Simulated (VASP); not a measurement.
# BeTe: input slips in a relaxation and what they do, part 2 of 2

Aim: see how common mistakes in a VASP relaxation show up, on BeTe. The starting structure is a measured crystal structure from the Crystallography Open Database.

VASP 6.6.1.

Results so far: reference 22.11 Å³ an atom; a cutoff far too low 21.77 Å³ an atom.

The database entry behind the starting cell differs from later determinations by our own check (an axis about 1.5 % short against later determinations), so it need not match the best structure at ambient conditions.

## Step 5: Relaxation with a smearing far too wide

Level of this step: PBEsol; plane waves and PAW (Te, Be) (VASP).

A slip made on purpose: a smearing far too wide. Against step 2 the input has SIGMA = 2 (also changed: NELM).

Contents of INCAR:

```
SYSTEM = BeTe
PREC = Accurate
ENCUT = 450
EDIFF = 1E-06
NELM = 60
ISMEAR = 0
SIGMA = 2
LREAL = .FALSE.
ALGO = Normal
GGA = PS
NBANDS = 10
LORBIT = 11
LWAVE = .FALSE.
LCHARG = .FALSE.
KPAR = 2
IBRION = 2
NSW = 50
ISIF = 3
EDIFFG = -0.01
```

Contents of POSCAR:

```
BeTe
1.0
    0.0000000000      2.7700000000      2.7700000000
    2.7700000000      0.0000000000      2.7700000000
    2.7700000000      2.7700000000      0.0000000000
Te Be
1 1
Direct
    0.7500000000      0.7500000000      0.7500000000
    0.0000000000      0.0000000000      0.0000000000
```

Contents of KPOINTS:

```
Automatic mesh
0
Gamma
6 6 6
0 0 0
```

Potentials, in the order of the species: Te and Be (PBE family, release 64).

Run with:

```sh
> mpirun -np 2 vasp_std
```

The program printed:

```text
[... set-up lines as in an earlier step ...]
 entering main loop
       N       E                     dE             d eps       ncg     rms          rms(c)
DAV:   1     0.157791190827E+02    0.15779E+02   -0.31459E+03   320   0.578E+02
DAV:   2    -0.770905894463E+01   -0.23488E+02   -0.22676E+02   464   0.911E+01
DAV:   3    -0.852162697629E+01   -0.81257E+00   -0.81063E+00   406   0.183E+01
DAV:   4    -0.852839821873E+01   -0.67712E-02   -0.67704E-02   408   0.204E+00
[...]
DAV:   9    -0.836161926067E+01   -0.58505E-04   -0.19640E-04   394   0.960E-02    0.288E-02
DAV:  10    -0.836162120614E+01   -0.19455E-05   -0.19487E-05   358   0.216E-02    0.937E-03
DAV:  11    -0.836162165531E+01   -0.44918E-06   -0.83105E-07   392   0.575E-03
   1 F= -.83616217E+01 E0= -.80180850E+01  d E =-.836162E+01
[...]
N       E                     dE             d eps       ncg     rms          rms(c)
DAV:   1    -0.844069724363E+01   -0.79076E-01   -0.11462E+00   348   0.460E+00    0.116E+00
[...]
DAV:   5    -0.837891789318E+01    0.30824E-03   -0.55919E-04   348   0.111E-01    0.412E-02
DAV:   6    -0.837891373780E+01    0.41554E-05   -0.34674E-05   350   0.317E-02    0.226E-02
DAV:   7    -0.837891401292E+01   -0.27512E-06   -0.11799E-06   348   0.756E-03
   2 F= -.83789140E+01 E0= -.80151941E+01  d E =-.172924E-01
 trial-energy change:   -0.017292  1 .order   -0.018043   -0.043053    0.006967
 step:   0.8492(harm=  0.8607)  dis= 0.00000  next Energy=    -8.379442 (dE=-0.178E-01)
[...]
N       E                     dE             d eps       ncg     rms          rms(c)
DAV:   1    -0.838081969693E+01   -0.19060E-02   -0.26237E-02   350   0.704E-01    0.174E-01
DAV:   2    -0.837970253603E+01    0.11172E-02   -0.23256E-03   328   0.239E-01    0.950E-02
DAV:   3    -0.837944411051E+01    0.25843E-03   -0.10173E-03   352   0.135E-01    0.378E-02
DAV:   4    -0.837943389635E+01    0.10214E-04   -0.27310E-05   346   0.334E-02    0.355E-02
DAV:   5    -0.837942815260E+01    0.57437E-05   -0.12967E-05   352   0.169E-02    0.596E-03
DAV:   6    -0.837942786934E+01    0.28327E-06   -0.80936E-07   208   0.488E-03
   3 F= -.83794279E+01 E0= -.80190115E+01  d E =-.178062E-01
[...]
reached required accuracy - stopping structural energy minimisation
```

Elapsed: 7.8 s, on 2 MPI ranks of Intel Xeon Platinum 8259CL at 2.50GHz (Skylake/Cascade Lake), shared host; peak memory 0.3 GiB.

From OUTCAR (step 5):

```text
  Total        0.0026518      0.0026518      0.0026518      0.0000000      0.0000000     -0.0000000
  in kB        0.0953575      0.0953575      0.0953575      0.0000000      0.0000000     -0.0000000
  external PRESSURE =       0.0953575 kB  Pullay stress =       0.0000000 kB

 POSITION                                       TOTAL-FORCE (eV/Angst)
 -----------------------------------------------------------------------------------
      4.22065      4.22065      4.22065         0.000000     -0.000000      0.000000
      0.00000      0.00000      0.00000        -0.000000      0.000000     -0.000000
 -----------------------------------------------------------------------------------
    total drift:                               -0.000000     -0.000000     -0.000000

  FREE ENERGIE OF THE ION-ELECTRON SYSTEM (eV)
  ---------------------------------------------------
  free  energy   TOTEN  =        -8.3794278693 eV

  energy  without entropy=       -7.6585951677  energy(sigma->0) =       -8.01901152

[... 2 parts as in an earlier step ...]

[... 2 further parts left out ...]
[key lines of the parts left out:]
E-fermi :   5.9588
```

With a smearing far too wide the cell ends at 22.277 Å³ an atom, +0.75 % from the reference.

## Step 6: Relaxation with the cell held fixed (ISIF = 2)

A slip made on purpose: the cell held fixed (ISIF = 2). Against step 2 the input has ISIF = 2 (also changed: NELM).

Edit INCAR of step 5 so:

```diff
@@ -6,3 +6,3 @@
 ISMEAR = 0
-SIGMA = 2
+SIGMA = 0.03
 LREAL = .FALSE.
@@ -17,3 +17,3 @@
 NSW = 50
-ISIF = 3
+ISIF = 2
 EDIFFG = -0.01
```

POSCAR is that of step 5.

KPOINTS is that of step 5.

Run with:

```sh
> mpirun -np 2 vasp_std
```

The program printed:

```text
[... set-up lines as in an earlier step ...]
 entering main loop
       N       E                     dE             d eps       ncg     rms          rms(c)
[... 11 cycles as in an earlier step ...]
   1 F= -.81949691E+01 E0= -.81949691E+01  d E =-.819497E+01
[...]
reached required accuracy - stopping structural energy minimisation
```

It took 3.6 s on 2 MPI ranks; peak memory 0.28 GiB.

OUTCAR, selected parts (step 6):

```text
  Total        0.6895527      0.6895527      0.6895527      0.0000000      0.0000000      0.0000000
  in kB       25.9901488     25.9901488     25.9901488      0.0000000      0.0000000      0.0000000
  external PRESSURE =      25.9901488 kB  Pullay stress =       0.0000000 kB

 POSITION                                       TOTAL-FORCE (eV/Angst)
 -----------------------------------------------------------------------------------
      4.15500      4.15500      4.15500         0.000000     -0.000000     -0.000000
      0.00000      0.00000      0.00000        -0.000000      0.000000      0.000000
 -----------------------------------------------------------------------------------
    total drift:                               -0.000000     -0.000000     -0.000000

  FREE ENERGIE OF THE ION-ELECTRON SYSTEM (eV)
  ---------------------------------------------------
  free  energy   TOTEN  =        -8.1949690882 eV

  energy  without entropy=       -8.1949690882  energy(sigma->0) =       -8.19496909

[... 2 parts as in an earlier step ...]

[... 2 further parts left out ...]
[key lines of the parts left out:]
E-fermi :   5.7811
```

With the cell held fixed (ISIF = 2) the cell ends at 21.254 Å³ an atom, -3.88 % from the reference.

## Step 7: All runs side by side

```csv
run,ended,volume (Å³/atom),change (%),pressure left (GPa),core minutes
reference,converged,22.112,-,0.02,0.393
a cutoff far too low,converged,21.773,-1.53,0.0,0.0533
too few ionic steps,not converged,-,-,-,0.193
a smearing far too wide,converged,22.277,0.75,0.01,0.26
the cell held fixed (ISIF = 2),converged,21.254,-3.88,2.6,0.12
```

Core minutes are wall time times ranks, summed over the relaxations behind a row (those for a bulk modulus apart), on shared hosts.

## Step 8: Summary of results

| Property | Result |
| --- | --- |
| volume of the reference | 22.11 Å³/atom |
| volume against the reference, a cutoff far too low | -1.53 % |
| volume against the reference, a smearing far too wide | +0.75 % |
| volume against the reference, the cell held fixed (ISIF = 2) | -3.88 % |
| run with too few ionic steps | not converged |

The run with too few ionic steps didn't converge. Finished, but with signs in the output that stand out against the reference: a smearing far too wide, with the volume changed by +0.7 % (signs: a large entropy term in the energy); the cell held fixed (ISIF = 2), with the volume kept at the input's, -3.9 % from the reference (signs: a stress of up to 2.6 GPa). Finished, and of the signs looked for here (warnings, stress, forces, entropy, moments, translations away from zero, imaginary modes) none stands out against the reference by the marks set here, though the cell is off: a cutoff far too low, with the volume changed by -1.5 %. The reference was restarted once and the runs with a slip weren't, so their cells may not have settled fully. Further runs on this material are not shown.

[Lines on the potential files, build, host, timing and source positions are cut from VASP's logs without a mark.]

[Logs are printed without paths, hosts, clocks, repeated set-up lines and the standing remarks that a program may print on its own settings, such as how far it seeks lower states.]

[Hosts, paths, dates, database ids (printed as entryN), source tags and the programs' standing remarks are cut or masked in the printed files.]
